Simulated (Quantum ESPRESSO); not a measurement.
# ZrN (Fm-3m) in Quantum ESPRESSO: a series of runs

Runs on ZrN. Level: LDA. Tasks: single point, equation of state.

All numbers are computed with Quantum ESPRESSO 7.5; they aren't measurements. Logs are shortened: lines on timing, memory, paths and dates and some standing lists are left out, and cuts for length are marked.

**1. Starting point**

Symmetry: Fm-3m, No. 225, cubic system. The conventional cell has a = 4.600 Å, b = 4.600 Å, c = 4.600 Å, α = 90.00°, β = 90.00°, γ = 90.00°. Around Zr (site symmetry m-3m) lie 6 N at 2.30 Å. Around N (site symmetry m-3m) lie 6 Zr at 2.30 Å.

**2. Single point, LDA, 11.44 Å³/atom**

Contents of pw.in:

```
&CONTROL
  calculation = 'scf'
  prefix = 'pwscf'
  outdir = './tmp'
  pseudo_dir = './pseudo'
  tprnfor = .true.
  tstress = .true.
  disk_io = 'nowf'
/
&SYSTEM
  ibrav = 0
  nat = 2
  ntyp = 2
  ecutwfc = 84
  nbnd = 15
  occupations = 'smearing'
  smearing = 'fd'
  degauss = 0.00367493
/
&ELECTRONS
  conv_thr = 4d-10
  electron_maxstep = 120
  mixing_beta = 0.5
/
ATOMIC_SPECIES
Zr    91.2240 Zr.upf
N     14.0070 N.upf
CELL_PARAMETERS angstrom
   0.0000000000    2.2530480500    2.2530480500
   2.2530480500    0.0000000000    2.2530480500
   2.2530480500    2.2530480500    0.0000000000
ATOMIC_POSITIONS crystal
Zr     0.5000000000    0.5000000000    0.5000000000
N      0.0000000000    0.0000000000    0.0000000000
K_POINTS automatic
10 10 10 0 0 0
```

Potentials or basis: PseudoDojo 0.4.1 SR LDA stringent.

On the command line:

```bash
> OMP_NUM_THREADS=1 pw.x -in pw.in > pw.out
```

pw.out:

```text
This program is part of the open-source Quantum ESPRESSO suite
     for quantum simulation of materials; please cite
         "P. Giannozzi et al., J. Phys.:Condens. Matter 21 395502 (2009);
         "P. Giannozzi et al., J. Phys.:Condens. Matter 29 465901 (2017);
         "P. Giannozzi et al., J. Chem. Phys. 152 154105 (2020);
     in publications or presentations arising from this work. More details at

     Message from routine setup:
     using ibrav=0 with symmetry is DISCOURAGED, use correct ibrav instead

     G-vector sticks info
     --------------------
     sticks:   dense  smooth     PW     G-vecs:    dense   smooth      PW
     Sum         847     847    253                16145    16145    2733

     Using Slab Decomposition

     bravais-lattice index     =            0
     lattice parameter (alat)  =       6.0212  a.u.
     unit-cell volume          =     154.3611 (a.u.)^3
     number of atoms/cell      =            2
     number of atomic types    =            2
     number of electrons       =        17.00
     number of Kohn-Sham states=           15
     kinetic-energy cutoff     =      84.0000  Ry
     charge density cutoff     =     336.0000  Ry
     scf convergence threshold =      4.0E-10
     mixing beta               =       0.5000
     number of iterations used =            8  plain     mixing
     Exchange-correlation= SLA  PW   NOGX NOGC
                           (   1   4   0   0   0   0   0)

     celldm(1)=   6.021218  celldm(2)=   0.000000  celldm(3)=   0.000000
     celldm(4)=   0.000000  celldm(5)=   0.000000  celldm(6)=   0.000000

     crystal axes: (cart. coord. in units of alat)
               a(1) = (   0.000000   0.707107   0.707107 )
               a(2) = (   0.707107   0.000000   0.707107 )
               a(3) = (   0.707107   0.707107   0.000000 )

     reciprocal axes: (cart. coord. in units 2 pi/alat)
               b(1) = ( -0.707107  0.707107  0.707107 )
               b(2) = (  0.707107 -0.707107  0.707107 )
               b(3) = (  0.707107  0.707107 -0.707107 )

     PseudoPot. # 1 for Zr read from file:
     Zr.upf
     Pseudo is Norm-conserving + core correction, Zval = 12.0
     Generated using ONCVPSP code by D. R. Hamann
     Using radial grid of 1584 points,  6 beta functions with:
                l(1) =   0
                l(2) =   0
                l(3) =   1
                l(4) =   1
                l(5) =   2
                l(6) =   2

     PseudoPot. # 2 for N  read from file:
     N.upf
     Pseudo is Norm-conserving + core correction, Zval =  5.0
     Generated using ONCVPSP code by D. R. Hamann
     Using radial grid of 1058 points,  4 beta functions with:
                l(1) =   0
                l(2) =   0
                l(3) =   1
                l(4) =   1

     atomic species   valence    mass     pseudopotential
     Zr               12.00    91.22400     Zr( 1.00)
     N                 5.00    14.00700     N ( 1.00)

     48 Sym. Ops., with inversion, found

   Cartesian axes

     site n.     atom                  positions (alat units)
         1        Zr     tau(   1) = (   0.7071068   0.7071068   0.7071068  )
         2        N      tau(   2) = (   0.0000000   0.0000000   0.0000000  )

     number of k points=    47  Fermi-Dirac smearing, width (Ry)=  0.0037
                       cart. coord. in units 2pi/alat
        k(    1) = (   0.0000000   0.0000000   0.0000000), wk =   0.0020000
        k(    2) = (   0.0707107   0.0707107  -0.0707107), wk =   0.0160000
        k(    3) = (   0.1414214   0.1414214  -0.1414214), wk =   0.0160000
        k(    4) = (   0.2121320   0.2121320  -0.2121320), wk =   0.0160000
        k(    5) = (   0.2828427   0.2828427  -0.2828427), wk =   0.0160000
        k(    6) = (  -0.3535534  -0.3535534   0.3535534), wk =   0.0080000
[... 39 lines left out ...]
        k(   46) = (  -0.0707107  -0.3535534   0.6363961), wk =   0.0480000
        k(   47) = (  -0.7071068   0.2828427   0.0000000), wk =   0.0240000

     Dense  grid:    16145 G-vectors     FFT dimensions: (  36,  36,  36)

     Initial potential from superposition of free atoms

     starting charge      16.9980, renormalised to      17.0000
     Starting wfcs are   14 randomized atomic wfcs +    1 random wfcs

     Self-consistent Calculation

     iteration #  1     ecut=    84.00 Ry     beta= 0.50
     Davidson diagonalization with overlap
     ethr =  1.00E-02,  avg # of iterations =  4.2

     total energy              =    -122.16369478 Ry
     estimated scf accuracy    <       0.57757157 Ry

     iteration #  2     ecut=    84.00 Ry     beta= 0.50
     Davidson diagonalization with overlap
     ethr =  3.40E-03,  avg # of iterations =  2.0

     total energy              =    -122.32240493 Ry
     estimated scf accuracy    <       0.37049989 Ry

     iteration #  3     ecut=    84.00 Ry     beta= 0.50
     Davidson diagonalization with overlap
     ethr =  2.18E-03,  avg # of iterations =  1.3

     total energy              =    -122.38957297 Ry
     estimated scf accuracy    <       0.00372429 Ry

     iteration #  4     ecut=    84.00 Ry     beta= 0.50
     Davidson diagonalization with overlap
     ethr =  2.19E-05,  avg # of iterations =  3.0

     total energy              =    -122.39049559 Ry
     estimated scf accuracy    <       0.00197352 Ry

     iteration #  5     ecut=    84.00 Ry     beta= 0.50
     Davidson diagonalization with overlap
     ethr =  1.16E-05,  avg # of iterations =  1.0
[... 22 lines left out ...]
     total energy              =    -122.39058986 Ry
     estimated scf accuracy    <       0.00000024 Ry

     iteration #  9     ecut=    84.00 Ry     beta= 0.50
     Davidson diagonalization with overlap
     ethr =  1.43E-09,  avg # of iterations =  2.1

     total energy              =    -122.39058992 Ry
     estimated scf accuracy    <          7.3E-09 Ry

     iteration # 10     ecut=    84.00 Ry     beta= 0.50
     Davidson diagonalization with overlap
     ethr =  4.31E-11,  avg # of iterations =  2.1

     total energy              =    -122.39058992 Ry
     estimated scf accuracy    <          4.9E-09 Ry

     iteration # 11     ecut=    84.00 Ry     beta= 0.50
     Davidson diagonalization with overlap
     ethr =  2.90E-11,  avg # of iterations =  2.0

     End of self-consistent calculation

          k = 0.0000 0.0000 0.0000 (  1989 PWs)   bands (ev):

   -30.8239  -8.4329  -8.4329  -8.4329   2.1926  15.7565  15.7565  15.7565
    18.0207  18.0207  18.0207  20.1605  20.1605  21.9259  27.8264

          k = 0.0707 0.0707-0.0707 (  2004 PWs)   bands (ev):

   -30.8069  -8.5858  -8.4436  -8.4436   2.4257  14.9438  15.1738  15.1738
    18.3114  18.3338  18.3338  20.9244  20.9244  22.4794  28.5406

          k = 0.1414 0.1414-0.1414 (  2012 PWs)   bands (ev):

   -30.7621  -8.9645  -8.4713  -8.4713   3.0315  13.4403  14.1491  14.1491
    18.8121  19.1006  19.1006  22.5885  22.5885  23.6773  30.2399

          k = 0.2121 0.2121-0.2121 (  2012 PWs)   bands (ev):

   -30.7060  -9.3970  -8.5053  -8.5053   3.7945  11.9955  13.2681  13.2681
    19.6024  20.1799  20.1799  24.4440  24.4440  24.6046  31.4634

          k = 0.2828 0.2828-0.2828 (  2012 PWs)   bands (ev):

   -30.6601  -9.7238  -8.5324  -8.5324   4.4575  10.9315  12.7022  12.7022
    20.7713  21.2801  21.2801  24.3329  26.0310  26.0310  31.7806

          k =-0.3536-0.3536 0.3536 (  2006 PWs)   bands (ev):

   -30.6424  -9.8440  -8.5426  -8.5426   4.7333  10.5241  12.5086  12.5086
    21.7100  21.7950  21.7950  23.5387  26.7523  26.7523  32.0572

          k = 0.1414-0.0000 0.0000 (  2017 PWs)   bands (ev):
[... 99 lines left out ...]
          k =-0.0000-0.4243 0.4243 (  2007 PWs)   bands (ev):

   -30.6119  -9.4380  -9.1220  -8.6241   3.9214  11.7333  13.0246  13.6066
    20.1672  20.9559  21.2338  23.5614  26.5321  28.9132  30.7947

          k = 0.5657-0.0000 0.0000 (  2020 PWs)   bands (ev):

   -30.6075  -9.4786  -8.8253  -8.8253   2.8838  13.3190  14.9674  15.1999
    15.1999  21.8782  23.1557  23.1557  23.8377  27.7182  30.5490

          k =-0.0707-0.6364 0.6364 (  2018 PWs)   bands (ev):

   -30.5900  -9.5110  -8.9192  -8.8360   2.8705  13.7170  14.1918  14.9425
    15.9401  22.5758  23.0833  23.1901  24.1844  27.9990  29.5070

          k = 0.0000-0.5657 0.5657 (  2018 PWs)   bands (ev):

   -30.5860  -9.4318  -9.1092  -8.7904   3.1492  13.2758  13.8028  14.2518
    17.0254  22.4878  22.7567  23.9103  24.2711  29.0128  29.4148

          k =-0.7071 0.0000 0.0000 (  2044 PWs)   bands (ev):

   -30.5844  -9.5552  -8.8658  -8.8658   2.6941  13.9723  14.7466  15.3026
    15.3026  22.1064  23.3862  23.3862  24.0630  27.9080  28.9285

          k = 0.2828 0.1414 0.0000 (  2001 PWs)   bands (ev):

   -30.7265  -9.0794  -8.6368  -8.5085   3.2963  12.4537  14.0099  14.4890
    17.6365  20.2339  20.7750  21.5035  23.2835  25.7591  31.4753

          k = 0.3536 0.2121-0.0707 (  2005 PWs)   bands (ev):

   -30.6776  -9.3688  -8.7316  -8.5453   3.7479  11.8626  13.2573  13.9004
    18.2675  20.9383  21.7568  22.6380  24.6483  26.6945  31.8935

          k =-0.2828-0.4243 0.5657 (  2011 PWs)   bands (ev):

   -30.6376  -9.6037  -8.7761  -8.5949   4.0991  11.4380  12.8789  13.3420
    19.2585  21.7044  21.8098  24.0734  25.7082  27.1092  31.1374

          k =-0.2121-0.3536 0.4950 (  2010 PWs)   bands (ev):

   -30.6222  -9.6924  -8.7860  -8.6194   4.2303  11.2690  12.9033  13.0037
    20.3353  20.8483  22.2022  24.8394  26.2207  27.0860  30.8840

          k = 0.4243 0.1414-0.0000 (  2010 PWs)   bands (ev):

   -30.6594  -9.3315  -8.7789  -8.6631   3.4303  12.2168  14.0679  14.2447
    16.9357  21.8924  22.0083  22.4324  23.8458  27.4798  32.2729

          k =-0.2121-0.4950 0.6364 (  2013 PWs)   bands (ev):

   -30.6231  -9.4661  -8.8932  -8.7119   3.5841  12.2976  13.4369  13.8590
    17.7438  22.0228  22.5243  23.2575  25.0444  27.8377  30.8318

          k =-0.1414-0.4243 0.5657 (  2005 PWs)   bands (ev):
[... 9 lines left out ...]
          k = 0.0000-0.2828 0.4243 (  1999 PWs)   bands (ev):

   -30.6379  -9.4404  -8.9345  -8.5986   3.8785  11.7627  13.0320  13.7347
    18.9426  21.5714  21.6169  22.9512  25.9406  27.5296  31.2376

          k =-0.1414-0.5657 0.7071 (  2016 PWs)   bands (ev):

   -30.6049  -9.4615  -8.8922  -8.8229   3.1179  13.1620  14.1304  14.2786
    16.5975  22.4607  22.7844  23.1056  24.4139  27.9696  30.3913

          k =-0.0707-0.4950 0.6364 (  2011 PWs)   bands (ev):

   -30.5895  -9.4245  -9.0582  -8.8341   3.2586  13.1501  13.7006  13.9465
    17.5251  21.7393  23.1642  23.5884  24.7192  28.8892  29.9857

          k = 0.0000-0.4243 0.5657 (  2007 PWs)   bands (ev):

   -30.5914  -9.2907  -9.2700  -8.7680   3.5483  12.4679  13.5424  13.6693
    18.8127  20.7531  22.7928  23.9503  25.2549  30.2212  30.3051

          k =-0.7071 0.1414 0.0000 (  2014 PWs)   bands (ev):

   -30.5841  -9.4926  -8.9351  -8.8944   2.9259  13.8823  14.0864  14.3252
    16.5280  22.5530  22.8895  23.3906  24.3268  28.5470  29.1912

          k =-0.1414-0.4243 0.7071 (  1994 PWs)   bands (ev):

   -30.5986  -9.4062  -9.0640  -8.8001   3.5382  12.5340  13.4550  13.7080
    18.5745  20.9239  22.9686  23.4605  25.4306  29.0629  30.6295

          k =-0.0707-0.3536 0.6364 (  2002 PWs)   bands (ev):

   -30.5892  -9.3372  -9.1588  -8.8518   3.5250  12.5559  13.6016  13.6066
    19.5907  19.6976  23.1720  23.8603  25.0873  30.2050  30.5022

          k =-0.7071 0.2828 0.0000 (  2002 PWs)   bands (ev):

   -30.5836  -9.3256  -9.1128  -8.9400   3.3383  13.0259  13.7185  13.7206
    18.4668  20.6451  23.3976  23.5591  24.7920  30.0642  30.2304

     the Fermi energy is    18.5014 ev

!    total energy              =    -122.39058992 Ry
     estimated scf accuracy    <          2.6E-10 Ry
     smearing contrib. (-TS)   =      -0.00042709 Ry
     internal energy E=F+TS    =    -122.39016283 Ry

     The total energy is F=E-TS. E is the sum of the following terms:
     one-electron contribution =      -2.39455128 Ry
     hartree contribution      =      12.63787989 Ry
     xc contribution           =     -26.28245696 Ry
     ewald contribution        =    -106.35103448 Ry

     convergence has been achieved in  11 iterations

     Forces acting on atoms (cartesian axes, Ry/au):

     atom    1 type  1   force =     0.00000000    0.00000000    0.00000000
     atom    2 type  2   force =     0.00000000    0.00000000   -0.00000000

     Total force =     0.000000     Total SCF correction =     0.000000

     Computing stress (Cartesian axis) and pressure

          total   stress  (Ry/bohr**3)                   (kbar)     P=       39.29
   0.00026708  -0.00000000  -0.00000000           39.29       -0.00       -0.00
  -0.00000000   0.00026708  -0.00000000           -0.00       39.29       -0.00
  -0.00000000  -0.00000000   0.00026708           -0.00       -0.00       39.29

=------------------------------------------------------------------------------=
   JOB DONE.
=------------------------------------------------------------------------------=
```

Wall time 22 s (1 thread of Arm Neoverse V1, shared host); peak memory 0.06 GiB.

Results:

```
Free energy            : -1665.2088 eV
Pressure               : 3.9 GPa
Band gap on the k mesh : none (metal or under the smearing width)
```

**3. Single point, LDA, 11.68 Å³/atom**

pw.in: that of step 2 with these lines changed.

```diff
@@ -28,5 +28,5 @@
 CELL_PARAMETERS angstrom
-   0.0000000000    2.2530480500    2.2530480500
-   2.2530480500    0.0000000000    2.2530480500
-   2.2530480500    2.2530480500    0.0000000000
+   0.0000000000    2.2689151084    2.2689151084
+   2.2689151084    0.0000000000    2.2689151084
+   2.2689151084    2.2689151084    0.0000000000
 ATOMIC_POSITIONS crystal
```

Potentials or basis: PseudoDojo 0.4.1 SR LDA stringent.

On the command line:

```bash
> OMP_NUM_THREADS=1 pw.x -in pw.in > pw.out
```

It took 22 s on 1 thread of Arm Neoverse V1, shared host; peak memory 0.06 GiB.

It converged, with:

```yaml
Free_energy: -1665.2115 eV
Pressure: -2.1 GPa
Band_gap_on_the_k_mesh: none (metal or under the smearing width)
```

**4. Single point, LDA, 11.92 Å³/atom**

pw.in: that of step 3 with these lines changed.

```diff
@@ -28,5 +28,5 @@
 CELL_PARAMETERS angstrom
-   0.0000000000    2.2689151084    2.2689151084
-   2.2689151084    0.0000000000    2.2689151084
-   2.2689151084    2.2689151084    0.0000000000
+   0.0000000000    2.2845632933    2.2845632933
+   2.2845632933    0.0000000000    2.2845632933
+   2.2845632933    2.2845632933    0.0000000000
 ATOMIC_POSITIONS crystal
```

On the command line:

```bash
> OMP_NUM_THREADS=1 pw.x -in pw.in > pw.out
```

Run time: 24 s. Hardware: 1 thread of Arm Neoverse V1, shared host; peak memory 0.06 GiB.

Results (log left out):

* Free energy: -1665.1968 eV
* Pressure: -7.5 GPa
* Band gap on the k mesh: none (metal or under the smearing width)

**5. Single point, LDA, 12.17 Å³/atom**

pw.in: that of step 4 with these lines changed.

```diff
@@ -28,5 +28,5 @@
 CELL_PARAMETERS angstrom
-   0.0000000000    2.2845632933    2.2845632933
-   2.2845632933    0.0000000000    2.2845632933
-   2.2845632933    2.2845632933    0.0000000000
+   0.0000000000    2.3000000000    2.3000000000
+   2.3000000000    0.0000000000    2.3000000000
+   2.3000000000    2.3000000000    0.0000000000
 ATOMIC_POSITIONS crystal
```

On the command line:

```bash
> OMP_NUM_THREADS=1 pw.x -in pw.in > pw.out
```

Wall time 33 s (1 thread of Arm Neoverse V1, shared host); peak memory 0.06 GiB.

It converged, with:

```yaml
Free_energy: -1665.1666 eV
Pressure: -12.3 GPa
Band_gap_on_the_k_mesh: none (metal or under the smearing width)
```

**6. Single point, LDA, 12.41 Å³/atom**

pw.in: that of step 5 with these lines changed.

```diff
@@ -28,5 +28,5 @@
 CELL_PARAMETERS angstrom
-   0.0000000000    2.3000000000    2.3000000000
-   2.3000000000    0.0000000000    2.3000000000
-   2.3000000000    2.3000000000    0.0000000000
+   0.0000000000    2.3152322320    2.3152322320
+   2.3152322320    0.0000000000    2.3152322320
+   2.3152322320    2.3152322320    0.0000000000
 ATOMIC_POSITIONS crystal
```

Potentials or basis: PseudoDojo 0.4.1 SR LDA stringent.

On the command line:

```bash
> OMP_NUM_THREADS=1 pw.x -in pw.in > pw.out
```

Wall time 35 s (1 thread of Arm Neoverse V1, shared host); peak memory 0.06 GiB.

Results (log left out):

- Free energy: -1665.1225 eV
- Pressure: -16.7 GPa
- Band gap on the k mesh: none (metal or under the smearing width)

**7. Single point, LDA, 12.65 Å³/atom**

pw.in: that of step 6 with these lines changed.

```diff
@@ -28,5 +28,5 @@
 CELL_PARAMETERS angstrom
-   0.0000000000    2.3152322320    2.3152322320
-   2.3152322320    0.0000000000    2.3152322320
-   2.3152322320    2.3152322320    0.0000000000
+   0.0000000000    2.3302666288    2.3302666288
+   2.3302666288    0.0000000000    2.3302666288
+   2.3302666288    2.3302666288    0.0000000000
 ATOMIC_POSITIONS crystal
```

On the command line:

```bash
> OMP_NUM_THREADS=1 pw.x -in pw.in > pw.out
```

Wall time 36 s (1 thread of Arm Neoverse V1, shared host); peak memory 0.06 GiB.

Results (log left out):

```yaml
Free_energy: -1665.0659 eV
Pressure: -20.5 GPa
Band_gap_on_the_k_mesh: none (metal or under the smearing width)
```

**8. Single point, LDA, 12.90 Å³/atom**

pw.in: that of step 7 with these lines changed.

```diff
@@ -28,5 +28,5 @@
 CELL_PARAMETERS angstrom
-   0.0000000000    2.3302666288    2.3302666288
-   2.3302666288    0.0000000000    2.3302666288
-   2.3302666288    2.3302666288    0.0000000000
+   0.0000000000    2.3451094916    2.3451094916
+   2.3451094916    0.0000000000    2.3451094916
+   2.3451094916    2.3451094916    0.0000000000
 ATOMIC_POSITIONS crystal
```

On the command line:

```bash
> OMP_NUM_THREADS=1 pw.x -in pw.in > pw.out
```

Run time: 45 s. Hardware: 1 thread of Arm Neoverse V1, shared host; peak memory 0.06 GiB.

Results (log left out):

| Property | Result |
| --- | --- |
| Free energy | -1664.9983 eV |
| Pressure | -24.0 GPa |
| Band gap on the k mesh | none (metal or under the smearing width) |

**9. Equation of state, LDA**

Potentials or basis: PseudoDojo 0.4.1 SR LDA stringent.

This step only gathers the single runs of the series.

What came out:

| Quantity | Value |
| --- | --- |
| Equilibrium volume | 11.59 Å³/atom |
| Bulk modulus | 283 GPa |
| Pressure derivative of the bulk modulus | 4.3 |

Energy against volume, from the lowest point:
```
volume (Å³/atom)  energy (meV/atom)
          11.437               1.33
          11.680               0.00
          11.924               7.34
          12.167              22.45
          12.410              44.50
          12.654              72.76
          12.897             106.57
```

LDA usually gives volumes a few per cent too small. Zero-point motion and thermal expansion aren't in these numbers.
